**Question**

In a crystal an electron level depends on the wave vector $\mathbf{k}$, which fixes how the phase of the wave advances from cell to cell. The table lists levels of diamond from an LDA calculation, in eV from the top of the filled levels. The column "level under 4" holds the lowest valence level and "level under 3" the next one up. "Point a" and "point b" give $\mathbf{k}$ as fractions of two reciprocal cell vectors; the third fraction is zero.

Diamond at a fixed C–C distance of 1.544 Å, calculated with ABINIT 10.8.3 in the LDA without spin polarisation, using JTH PAW LDA v2.0 datasets, a plane-wave cutoff of 408.171 eV and a 10×10×10 k mesh. Levels are given from the valence top and numbered outwards from the gap, "under" for filled and "over" for empty ones; the third component of each k point is zero.

| point a (reciprocal cell vector) | point b (reciprocal cell vector) | level under 4 (eV) | level under 3 (eV) | level under 2 (eV) | level under 1 (eV) | level over 1 (eV) |
| --- | --- | --- | --- | --- | --- | --- |
| 0.0000 | 0.0000 | -21.326 | 0.000 | 0.000 | 0.000 | 5.539 |
| 0.2000 | 0.0000 | -20.225 | -4.844 | -1.323 | -1.323 | 7.243 |
| 0.5000 | 0.0000 | -15.493 | -13.359 | -2.793 | -2.793 | 8.381 |
| 0.2000 | 0.2000 | -19.859 | -3.227 | -3.227 | -3.012 | 4.682 |
| -0.2000 | 0.2000 | -18.423 | -6.896 | -5.998 | -1.983 | 8.417 |
| -0.3000 | 0.3000 | -15.065 | -10.024 | -8.869 | -4.047 | 6.905 |
| 0.4000 | 0.4000 | -15.607 | -9.296 | -5.936 | -5.936 | 4.124 |

The point (0, 0) is called Γ. The points (0.2, 0.2) and (0.4, 0.4) lie on one line from Γ towards the zone boundary point X, the second twice as far out as the first. The point (0.5, 0) is L, the centre of a hexagonal face of the zone.

Three explanations are offered for the way the lowest level rises from Γ:

- A. The electrons at the bottom of the band are free, with their ordinary mass.
- B. They hop between neighbouring bonds, and the rise is the cost of hopping out of step.
- C. They are waves that the lattice slows down.

(a) What speaks for A, and does it survive an estimate of the rise at (0.4, 0.4)?
(b) Why should a lattice slow a wave, and how well does C describe the lowest level?
(c) Use the two lowest levels at L to decide between B and C.
(d) Does the verdict extend to the second level?

**Model answer**

(a) A free electron has the energy $\hbar^2k^2/2m$, so doubling $k$ should multiply the rise by four. From Γ to (0.2, 0.2) the lowest level climbs by 1.467 eV, and to (0.4, 0.4) by 5.719 eV. The ratio is 3.9, which makes explanation A very tempting.

The size of the rise is a harder test. With a bond length of 1.544 Å, the edge of the cubic cell is $a = 4\times1.544/\sqrt3 \approx 3.57$ Å. The point (0.4, 0.4) lies at 0.8 of the distance $2\pi/a$ from Γ to X, so that

$$k = 0.8\times\frac{2\pi}{3.57\ \text{Å}} \approx 1.41\ \text{Å}^{-1}.$$

Since $\hbar^2/2m$ is about 3.8 eV Å², the free electron should rise by $3.8\times1.41^2 \approx 7.6$ eV.

The calculation gives only three quarters of that. The same fault appears at every point away from Γ: the computed rise is between 66 and 78 per cent of the free-electron value. The curve has nearly the right shape but the wrong steepness, and A fails.

(b) The periodic potential mixes a wave $\mathbf{k}$ with waves $\mathbf{k}+\mathbf{G}$, where $\mathbf{G}$ is a reciprocal lattice vector. Near Γ these partners all lie higher in energy, and levels that mix repel each other, so the lowest one is pushed down. When the mixing is weak, the push is inversely proportional to the energy distance.

At Γ the partners $+\mathbf{G}$ and $-\mathbf{G}$ are equally far away. Moving off Γ brings one of them nearer and takes the other away by the same amount. Because the push goes as one over the distance, the nearer partner adds more than the farther one takes off. The downward push therefore grows with $k$, and the level climbs less steeply than that of a free electron.

This argument comes from theory, and the table doesn't isolate the push. It is written for weak mixing, but its core survives in a strong lattice. One then starts from the crystal's own levels at Γ: moving off Γ mixes the lowest valence level with levels above it, and these push it down by an amount that grows as $k^2$. Symmetry selects the partners. They are threefold levels of odd parity, all of them empty; the three levels at the valence top have the same parity as the bottom and take no part. Carbon has no $p$ core levels below that could push back.

Either form suggests a simple model, a free-electron parabola multiplied by one constant factor. Fitted to the five points other than Γ and L, the factor is 0.75, as if the electron were a third heavier. The typical miss is 0.07 eV, on rises between 1.1 and 6.3 eV. The point (0.4, 0.4) belongs to that fit, so its good agreement is a description and not a prediction. Explanation B, given one adjustable constant and the same five points, misses the lowest level by about four times as much on average, as the printed analysis after this text shows.

(c) At L the wave $\mathbf{k}$ and one partner $\mathbf{k}-\mathbf{G}$ have equal lengths and hence equal kinetic energies. In C they would coincide if the lattice did not mix them. Mixing turns them into two standing waves, one below and one above their common energy. If the lattice is weak, C thus expects a close pair, split by twice the strength of the mixing.

In its simplest form, B neglects the overlap between bond orbitals and couples each one only to the bonds with which it shares an atom. The two lowest levels then rise, counted from the bottom at Γ, by

$$W(1-g)\quad\text{and}\quad W(1+g).$$

Here $W$ measures the strength of the hop, and $g$ is the size of the sum of the phase factors towards an atom's four neighbours, divided by four. At Γ all four agree and $g=1$. At L one neighbour is opposite in phase to the other three, which leaves $g=(3-1)/4=1/2$.

B therefore places the two levels at L at $W/2$ and $3W/2$. Whatever the value of $W$, the second must rise three times as far as the first. The computed rises are 5.833 and 7.967 eV, a ratio of only 1.4. No stronger or weaker hop can repair this.

The pair is close, as it would be for waves in a weak lattice. Its mean rise, in which the repulsion between the two waves cancels, is 6.90 eV. The slowed parabola gives 6.63 eV, about 4 per cent less, and L took no part in the fit. The splitting itself, 2.1 eV, is read from the table and not predicted by C, and the parabola without it lies 0.8 eV above the lowest level at L. 
The splitting also tests the reason given for C. If only two waves mixed at L, the strength of the mixing would be half the splitting, about 1.1 eV. At Γ the eight nearest partners lie some 35 eV above the lowest wave. So weak a mixing with them would slow the wave by only about one per cent, not by a quarter. The lattice must therefore mix the waves more strongly than the close pair suggests, and more than two waves must matter at L. The parabola doesn't fix how far those further waves lower the mean of the pair, so its agreement to 4 per cent may be partly chance.

The verdict has two parts. The ratio at L rules out B with a single hop. The slowed wave describes the bottom of the band better, but its slowing needs the strong-lattice form of the argument in part (b), and the close pair is no proof of it.

(d) The verdict doesn't extend that far. With both constants kept as they were, B comes closer to the second level at five of the seven points, and C at the other two, one of which is L. This count takes the levels in order of energy and not by their kind: at (0.2, 0.2), for instance, the second level is one of a degenerate pair, while the bond formula describes the single level just above that pair.

Γ shows the difficulty best. There the second level is the valence top, 21.3 eV above the bottom. The slowed wave puts it at 26.5 eV and the bond formula at 17.6 eV, so the two err in opposite directions.

For C the reason is that, at Γ, eight waves share the next kinetic energy. The lattice mixes them strongly and spreads them over several levels: three form the filled valence top, and the other five are empty. One wave with one constant factor can't represent that. B has bonding built in, but with a single hop between adjoining bonds it can't match both the rise of the lowest level and the full width of the band. A hop strong enough for the width would make the lowest level rise too steeply near Γ.

**Remarks on the reasoning**

It is tempting to stop after the first half of part (a). A rise that quadruples when $k$ doubles shows that the level is nearly parabolic, and any particle with a constant mass would do the same. Only the absolute size of the rise tests the mass. That size carries an uncertainty of its own: LDA tends to make diamond's valence band somewhat too narrow, so part of the missing quarter may belong to the functional and not to the lattice.

Part (c) is decisive against the single hop because it doesn't depend on the hop's strength. An adjustable constant can hide a wrong model along a smooth curve, but here it cancels from the ratio. It pays to look for such a ratio before comparing the quality of two fits.

The result should not be read as evidence that diamond lacks localised bonds. The filled levels as a whole can be described equally well by functions centred on the bonds, provided that hops to more distant bonds are admitted. What fails at L is the version with a single short hop. Nor does it count in favour of C that the calculation builds its levels from plane waves, since such a set can represent localised electrons too.

Silicon makes a useful comparison. It has the same structure with a longer bond, so corresponding points lie at smaller $k$, and kinetic energies shrink with the square of the length. The bottom of its valence band should therefore rise by fewer electronvolts towards the same points, and silicon's valence band is indeed known to be the narrower one. A reader who knows the two bond lengths can make a first guess at the rises of the lowest level by scaling them in this way. The guess is expected to fall somewhat short at most points: silicon has $p$ core levels below the band, which push its bottom upwards as $k$ grows, so its slowing factor should lie nearer to one. The scaling should not be carried over to the second level or to the full width of the band, which the slowed wave doesn't describe.

The analysis program printed:

```
fit of rise1 on 5 rows (plain): coefficient of T1 0.7478 +/- 0.0064; rms 0.0699, worst -0.3 0.105, leave-one-out rms 0.111
  rows outside the fit (model, value, miss): 0.0 0, 0, 0; 0.5 6.631, 5.833, 0.798
fit of rise1 on 5 rows (plain): coefficient of hop 8.775 +/- 0.33; rms 0.304, worst -0.3 -0.518, leave-one-out rms 0.49
  rows outside the fit (model, value, miss): 0.0 0, 0, 0; 0.5 4.387, 5.833, -1.45
Lowest level above its value at Gamma in eV:
   row  computed  free electron  slowed wave  bond hops
   0.0         0              0            0          0
   0.2     1.101          1.419        1.061      1.222
   0.5     5.833          8.868        6.631      4.387
   0.2     1.467          1.892        1.415      1.676
  -0.2     2.903          3.784        2.829      3.032
  -0.3     6.261          8.513        6.366      5.743
   0.4     5.719          7.567        5.659      6.063
Second level above the lowest at Gamma in eV:
   row  computed  slowed wave  bond hops
   0.0     21.33        26.52      17.55
   0.2     16.48        16.98      16.33
   0.5     7.967        6.631      13.16
   0.2      18.1        20.87      15.87
  -0.2     14.43        15.21      14.52
  -0.3      11.3        11.67      11.81
   0.4     12.03        12.73      11.49
smallest ratio of computed to free-electron rise: 0.6578
largest ratio of computed to free-electron rise: 0.776
mass in electron masses from the fitted factor: 1.337
computed splitting of the two lowest levels at L in eV: 2.134
splitting at L from bond hops in eV: 8.775
mean computed rise of the L pair in eV: 6.9
slowed wave less mean of the L pair in eV: -0.2689
```
